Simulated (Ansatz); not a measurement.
# Sb (P6_3/mmc) in Ansatz: reference runs

How does Sb come out in PBE? The cell is run as given and disturbed.

All numbers are computed with Ansatz 0.2.0; they aren't measurements. Logs are shortened: lines on timing, memory, paths and dates and some standing lists are left out, and cuts for length are marked.

## Step 1: Starting point

Symmetry: P6_3/mmc, No. 194, hexagonal system. The conventional cell has a = 3.355 Å, b = 3.355 Å, c = 5.470 Å, α = 90.00°, β = 90.00°, γ = 120.00°. Sb (site symmetry -6m2) is surrounded by 12 Sb at 3.35 Å.

This isn't the form of Sb at room conditions, which is rhombohedral.

## Step 2: Single point, PBE

The input, input.yaml:

```yaml
crystal:
  lattice:
    - [3.3545324186, 0.0, 0.0]
    - [-1.6772662093, 2.9051102923, 0.0]
    - [0.0, 0.0, 5.47016065]
  atoms:
    - { symbol: Sb, position: [0.6666666667, 0.3333333333, 0.75] }
    - { symbol: Sb, position: [0.3333333333, 0.6666666667, 0.25] }
hamiltonian:
  xc: pbe
  pseudopotentials: { kind: paw }
kpoints:
  mp_grid: { grid: [9, 9, 5] }
scf:
  occupations: { method: fermi_dirac, width: 0.05 }
output:
  forces: true
  stress: true
  eigenvalues: true
  write_density: true
  write_potential: true
  elf: true
  volumetric_format: npy
```

Potentials or basis: Ansatz PAW.

Command:

```bash
> ansatz run input.yaml --threads 2 --pin off --max-ram 5120MiB --backend cpu --events-out ev --progress --plain --runs-dir out
```

Log:

```text
Warning: RAYON_NUM_THREADS=2 ignored (pool sized by the plan → 2); use --threads N
Engine: ansatz 0.2.0, aarch64-unknown-linux-gnu
Pseudopotentials: kind: paw
Pseudopotential: Sb, paw, valence charge 15, recommended cutoff 420 eV (normal), Sb.paw.azcp
Functional definition: PBE
  parameter kappa = 0.804
  parameter beta = 0.06672455060314922
  exchange = pbe_x(kappa = kappa, mu = beta*pi^2/3)
  correlation = pbe_c(beta = beta)
Crystal: 2 atoms, lattice volume = 53.308 Å³
Basis set: ecut = 420 eV, 1087 PW (Γ), exchange–correlation on 48×48×80 points (8 copies of the dense FFT grid, shifted against one another)
Bands: 19, of which v1, the nominal top of the filled ones, is band 15 counted from 1 (14 counted from 0)
Symmetry: 24 space group operations
Space group: P63/mmc (ITA 194), of the structure as read, at distance tolerance 3.8e-5 Å
k-points: 36 of 405
Non-local potential: Sb, projectors of the file, l = 0: 2, l = 1: 2, l = 2: 2, l = 3: 2
PAW form: soft (Blöchl's): semilocal exchange-correlation on the pseudo side does not see the compensation charge
PAW one-centre angular grid: Sb, 590 points (default); XC on 64 Gauss nodes
Initial density: superposition of atomic densities (neutral atoms: chi_scale 0, normalization atom), corrected by the library's trained network
Initial wavefunctions: pseudopotential atomic-orbital guess
Functional: x = pbe(κ = 0.804, μ = 0.2195149727645171), c = pbe(β = 0.06672455060314922)
SCF iter   1: F=—  HF=-12968.419093 eV  |F-HF|=—  |Δ(HF+E_count)|=         —  Δρ=1.49e-3  dr2=8.44e-4  ethr=1.77e-3  ⟨swp⟩=5.8  Hψ=3355  notcnv=0
preconditioner: auto → Kerker (q_TF=auto, 2.479 Å⁻¹)  [metal: Δε(μ)=0.035 eV  Ē_g=8.564 eV  σ=0.050 eV  W_gap=0.17  n_scr=22 (ndim 8)  ℏωp=16.1 eV  f_vac=0.000  D(μ)=1.57/eV (n_scr^D=10)]
SCF iter   2: F=—  HF=-12968.417884 eV  |F-HF|=—  |Δ(HF+E_count)|=   1.21e-3  Δρ=9.35e-4  dr2=3.90e-4  ethr=2.81e-6  ⟨swp⟩=2.0  Hψ=1497  notcnv=0
SCF iter   3: F=—  HF=-12968.417982 eV  |F-HF|=—  |Δ(HF+E_count)|=   9.78e-5  Δρ=4.48e-4  dr2=9.78e-5  ethr=1.30e-6  ⟨swp⟩=2.3  Hψ=1202  notcnv=0
SCF iter   4: F=—  HF=-12968.418015 eV  |F-HF|=—  |Δ(HF+E_count)|=   3.28e-5  Δρ=1.43e-4  dr2=5.39e-6  ethr=3.26e-7  ⟨swp⟩=2.0  Hψ=853  notcnv=0
SCF iter   5: F=—  HF=-12968.418012 eV  |F-HF|=—  |Δ(HF+E_count)|=   2.87e-6  Δρ=3.78e-5  dr2=4.38e-7  ethr=1.80e-8  ⟨swp⟩=2.0  Hψ=1208  notcnv=0
SCF iter   6: F=-12968.418012 eV  HF=-12968.418012 eV  |F-HF|=7.66e-9  |Δ(HF+E_count)|=   1.82e-7  Δρ=4.24e-6  dr2=9.76e-9  ethr=3.33e-10  ⟨swp⟩=9.8  Hψ=4898  notcnv=0
SCF 1 converged in 6 iterations: F = -12968.418012 eV  dr2 = 9.76e-9
SCF converged after 6 iterations
Free energy (F): -12968.418012 eV
Harris-Foulkes:  -12968.418012 eV  (|F-HF|=7.66e-9)
Internal energy: -12968.405998 eV  (E = F + TS)
E sigma→0 (E₀):  -12968.412005 eV
Entropy (-TS):   -0.012014 eV (-6.007 meV/atom)
Fermi energy:    11.750526 eV
--- Per-component energies (eV) ---
  E_band       = -284.157256
  E_kinetic    = 413.400356
  E_local      = -2850.084058  (includes V_loc(G=0)·N_el)
  E_nonlocal   = 722.924324
  E_hartree    = 1304.018741
  E_xc         = -277.260311
  E_vxc        = -192.949866  (∫ρ·V_xc dr)
  E_paw        = -9148.830478  (= ΣΔE_a)
  E_vpaw       = -985.479280  (= ΣTr[D̂ρ^β])
  E_aug_tail   = -0.000003  (compensation charges beyond the density's cutoff)
  E_ewald      = -3132.574569
  E_smearing   = -0.012014  (= −TS)
  E_closure    = -0.000000  (closes the sum)
  Σ components = -12968.418012   (vs F -12968.418012, Δ=0.00e0)
--- Forces (eV/Å), atoms counted from 1 ---
  atom   1  Sb    -0.00000000     0.00000000     0.00000000
  atom   2  Sb     0.00000000    -0.00000000     0.00000000
  max |Σ_I F_I| component: 9.25e-18 eV/Å
--- Stress (GPa, compression-positive) ---
        1.581968       0.000000       0.000000
        0.000000       1.581968       0.000000
        0.000000       0.000000       1.297054
  P = ⅓ Tr σ = 1.4870 GPa (14.870 kbar)
--- Band table (eV; the first three rows and the last of 36) ---
  k-point 0: bands = ["-17.4950", "-17.4857", "-17.4762", "-17.4762", "-17.4718", "-17.4718", "-17.4677", "-17.4677", "-17.4160", "-17.4160", "-1.1632", "2.6771", "5.9654", "15.4514", "15.4514", "17.1044", "17.1044", "17.3426", "19.7031"]
  k-point 1: bands = ["-17.4939", "-17.4864", "-17.4816", "-17.4816", "-17.4743", "-17.4743", "-17.4569", "-17.4569", "-17.4188", "-17.4188", "-0.9625", "1.8457", "7.2015", "15.5440", "15.6002", "15.6002", "16.9546", "16.9546", "19.8528"]
  k-point 2: bands = ["-17.4914", "-17.4885", "-17.4833", "-17.4833", "-17.4796", "-17.4796", "-17.4412", "-17.4412", "-17.4275", "-17.4275", "-0.3647", "0.6072", "9.6376", "12.5337", "16.0061", "16.0061", "16.5329", "16.5329", "20.3049"]
  k-point 35: bands = ["-17.4930", "-17.4930", "-17.4783", "-17.4496", "-17.4382", "-17.4380", "-17.4380", "-17.4340", "-17.4153", "-17.4153", "3.9573", "3.9573", "7.6651", "7.6651", "8.1528", "9.0850", "14.4818", "14.4818", "18.5723"]
```

rho_z.tsv:

```text
# z_ang	rho[e/angstrom^3]
# format = ansatz-planar-average/11
# lattice	3.354532419	0.000000000	0.000000000
# lattice	-1.677266209	2.905110292	0.000000000
# lattice	0.000000000	0.000000000	5.470160650
# sites	2
# site	51	1.677266209	0.968370097	4.102620488
# site	51	0.000000000	1.936740195	1.367540163
0.000000	1.359609e-1
0.136754	1.415672e-1
0.273508	1.591837e-1
0.410262	1.911557e-1
0.547016	2.432354e-1
0.683770	3.312634e-1
[... 32 lines left out ...]
5.196653	1.591837e-1
5.333407	1.415672e-1
```

v_z.tsv:

```text
# z_ang	v_es[eV]	v_tot[eV]
# format = ansatz-planar-average/11
# xc	pbe
# density_cutoff_ev	1680
# datasets	Sb=:simpson_from_first_knot:soft
# lattice	3.354532419	0.000000000	0.000000000
# lattice	-1.677266209	2.905110292	0.000000000
# lattice	0.000000000	0.000000000	5.470160650
# sites	2
# site	51	1.677266209	0.968370097	4.102620488
# site	51	0.000000000	1.936740195	1.367540163
0.000000	1.267178e1	4.330709e0
0.136754	1.243702e1	4.020633e0
0.273508	1.166186e1	3.012468e0
0.410262	1.027348e1	1.223967e0
0.547016	8.451961e0	-1.142482e0
0.683770	6.563006e0	-3.701603e0
[... 32 lines left out ...]
5.196653	1.166186e1	3.012468e0
5.333407	1.243702e1	4.020633e0
```

Wall time 1.4 s (2 threads of Arm Neoverse V1, shared host); peak memory 0.32 GiB.

Results:

```yaml
Free_energy: -12968.4180 eV
Pressure: 1.5 GPa
Band_gap_on_the_k_mesh: none (metal or under the smearing width)
```

Stress tensor (GPa, compression positive):
```
1.58 0.00 0.00
0.00 1.58 0.00
0.00 0.00 1.30
```

Levels at points of the mesh, in eV from the Fermi level:
```
           k point  band 13  band 14  band 15  band 16  band 17  band 18
(0.00, 0.00, 0.00)    -5.79     3.70     3.70     5.35     5.35     5.59
```

## Step 3: Single point, PBE (atoms moved at random, drawn with an rms of 0.05 Å)

The input, input.yaml:

```yaml
crystal:
  lattice:
    - [3.3545324186, 0.0, 0.0]
    - [-1.6772662093, 2.9051102923, 0.0]
    - [0.0, 0.0, 5.47016065]
  atoms:
    - { symbol: Sb, position: [0.678186, 0.334473, 0.751546] }
    - { symbol: Sb, position: [0.320961, 0.662566, 0.255606] }
hamiltonian:
  xc: pbe
  pseudopotentials: { kind: paw }
kpoints:
  mp_grid: { grid: [9, 9, 5] }
scf:
  occupations: { method: fermi_dirac, width: 0.05 }
output:
  forces: true
  stress: true
  eigenvalues: true
```

Potentials or basis: Ansatz PAW.

Command:

```bash
> ansatz run input.yaml --threads 2 --pin off --max-ram 5120MiB --backend cpu --events-out ev --progress --plain --runs-dir out
```

Log:

```text
Warning: RAYON_NUM_THREADS=2 ignored (pool sized by the plan → 2); use --threads N
Engine: ansatz 0.2.0, aarch64-unknown-linux-gnu
Pseudopotentials: kind: paw
Pseudopotential: Sb, paw, valence charge 15, recommended cutoff 420 eV (normal), Sb.paw.azcp
Functional definition: PBE
  parameter kappa = 0.804
  parameter beta = 0.06672455060314922
  exchange = pbe_x(kappa = kappa, mu = beta*pi^2/3)
  correlation = pbe_c(beta = beta)
Crystal: 2 atoms, lattice volume = 53.308 Å³
Basis set: ecut = 420 eV, 1087 PW (Γ), exchange–correlation on 48×48×80 points (8 copies of the dense FFT grid, shifted against one another)
Bands: 19, of which v1, the nominal top of the filled ones, is band 15 counted from 1 (14 counted from 0)
Symmetry: 2 space group operations
Space group: P-1 (ITA 2), of the structure as read, at distance tolerance 3.8e-5 Å
k-points: 203 of 405
Non-local potential: Sb, projectors of the file, l = 0: 2, l = 1: 2, l = 2: 2, l = 3: 2
PAW form: soft (Blöchl's): semilocal exchange-correlation on the pseudo side does not see the compensation charge
PAW one-centre angular grid: Sb, 590 points (default); XC on 64 Gauss nodes
Initial density: superposition of atomic densities (neutral atoms: chi_scale 0, normalization atom), corrected by the library's trained network
Initial wavefunctions: pseudopotential atomic-orbital guess
Functional: x = pbe(κ = 0.804, μ = 0.2195149727645171), c = pbe(β = 0.06672455060314922)
SCF iter   1: F=—  HF=-12968.420698 eV  |F-HF|=—  |Δ(HF+E_count)|=         —  Δρ=1.53e-3  dr2=1.01e-3  ethr=1.77e-3  ⟨swp⟩=5.7  Hψ=18788  notcnv=0
preconditioner: auto → Kerker (q_TF=auto, 2.479 Å⁻¹)  [metal: Δε(μ)=0.007 eV  Ē_g=8.569 eV  σ=0.050 eV  W_gap=0.03  n_scr=22 (ndim 8)  ℏωp=16.1 eV  f_vac=0.000  D(μ)=1.30/eV (n_scr^D=2)]
SCF iter   2: F=—  HF=-12968.419526 eV  |F-HF|=—  |Δ(HF+E_count)|=   1.17e-3  Δρ=9.62e-4  dr2=4.75e-4  ethr=3.36e-6  ⟨swp⟩=2.0  Hψ=8248  notcnv=0
SCF iter   3: F=—  HF=-12968.419616 eV  |F-HF|=—  |Δ(HF+E_count)|=   9.00e-5  Δρ=4.21e-4  dr2=1.01e-4  ethr=1.58e-6  ⟨swp⟩=2.7  Hψ=6879  notcnv=0
SCF iter   4: F=—  HF=-12968.419633 eV  |F-HF|=—  |Δ(HF+E_count)|=   1.71e-5  Δρ=1.75e-4  dr2=8.55e-6  ethr=3.38e-7  ⟨swp⟩=2.0  Hψ=4862  notcnv=0
SCF iter   5: F=—  HF=-12968.419629 eV  |F-HF|=—  |Δ(HF+E_count)|=   3.57e-6  Δρ=4.07e-5  dr2=5.64e-7  ethr=2.85e-8  ⟨swp⟩=2.0  Hψ=6882  notcnv=0
SCF iter   6: F=-12968.419629 eV  HF=-12968.419629 eV  |F-HF|=1.14e-8  |Δ(HF+E_count)|=   1.58e-7  Δρ=4.92e-6  dr2=1.69e-8  ethr=3.33e-10  ⟨swp⟩=6.4  Hψ=19091  notcnv=0
SCF 1 converged in 6 iterations: F = -12968.419629 eV  dr2 = 1.69e-8
SCF converged after 6 iterations
Free energy (F): -12968.419629 eV
Harris-Foulkes:  -12968.419629 eV  (|F-HF|=1.14e-8)
Internal energy: -12968.409140 eV  (E = F + TS)
E sigma→0 (E₀):  -12968.414385 eV
Entropy (-TS):   -0.010489 eV (-5.244 meV/atom)
Fermi energy:    11.757814 eV
--- Per-component energies (eV) ---
  E_band       = -284.143213
  E_kinetic    = 413.418959
  E_local      = -2850.649202  (includes V_loc(G=0)·N_el)
  E_nonlocal   = 722.927343
  E_hartree    = 1304.302648
  E_xc         = -277.267733
  E_vxc        = -192.959802  (∫ρ·V_xc dr)
  E_paw        = -9148.833599  (= ΣΔE_a)
  E_vpaw       = -985.485531  (= ΣTr[D̂ρ^β])
  E_aug_tail   = -0.000003  (compensation charges beyond the density's cutoff)
  E_ewald      = -3132.307552
  E_smearing   = -0.010489  (= −TS)
  E_closure    = 0.000000  (closes the sum)
  Σ components = -12968.419629   (vs F -12968.419629, Δ=0.00e0)
--- Forces (eV/Å), atoms counted from 1 ---
  atom   1  Sb     0.02496762     0.00636563    -0.02676163
  atom   2  Sb    -0.02496762    -0.00636563     0.02676163
  max |Σ_I F_I| component: 0.00e0 eV/Å
--- Stress (GPa, compression-positive) ---
        1.657423       0.187705       0.019151
        0.187705       1.606302       0.007610
        0.019151       0.007610       1.309973
  P = ⅓ Tr σ = 1.5246 GPa (15.246 kbar)
--- Band table (eV; the first three rows and the last of 203) ---
  k-point 0: bands = ["-17.4946", "-17.4860", "-17.4747", "-17.4736", "-17.4724", "-17.4710", "-17.4691", "-17.4615", "-17.4184", "-17.4118", "-1.1647", "2.6785", "5.9646", "15.3555", "15.5557", "16.9693", "17.2310", "17.3464", "19.7083"]
  k-point 1: bands = ["-17.4936", "-17.4863", "-17.4811", "-17.4793", "-17.4735", "-17.4722", "-17.4587", "-17.4522", "-17.4202", "-17.4155", "-0.9643", "1.8469", "7.2011", "15.4963", "15.5650", "15.6926", "16.8535", "17.0479", "19.8562"]
  k-point 2: bands = ["-17.4911", "-17.4880", "-17.4820", "-17.4818", "-17.4787", "-17.4776", "-17.4421", "-17.4382", "-17.4265", "-17.4261", "-0.3685", "0.6103", "9.6369", "12.5356", "15.9580", "16.0539", "16.5117", "16.5535", "20.3029"]
  k-point 202: bands = ["-17.5050", "-17.4983", "-17.4793", "-17.4697", "-17.4589", "-17.4415", "-17.4224", "-17.4208", "-17.4103", "-17.4027", "1.7695", "3.9442", "7.2284", "9.3265", "10.0977", "11.4264", "13.5664", "14.2042", "18.4341"]
```

It took 4.9 s on 2 threads of Arm Neoverse V1, shared host; peak memory 0.43 GiB.

Results:

```yaml
Free_energy: -12968.4196 eV
Pressure: 1.5 GPa
Largest_force: 0.037 eV/Å
Band_gap_on_the_k_mesh: none (metal or under the smearing width)
```

Forces on the atoms (eV/Å):
```
Sb   0.025  0.006 -0.027
Sb  -0.025 -0.006  0.027
```

Levels at points of the mesh, in eV from the Fermi level:
| k point | band 12 | band 13 | band 14 | band 15 | band 16 | band 17 | band 18 | band 19 |
| --- | --- | --- | --- | --- | --- | --- | --- | --- |
| (0.00, 0.00, 0.00) | -9.08 | -5.79 | 3.60 | 3.80 | 5.21 | 5.47 | 5.59 | 7.95 |
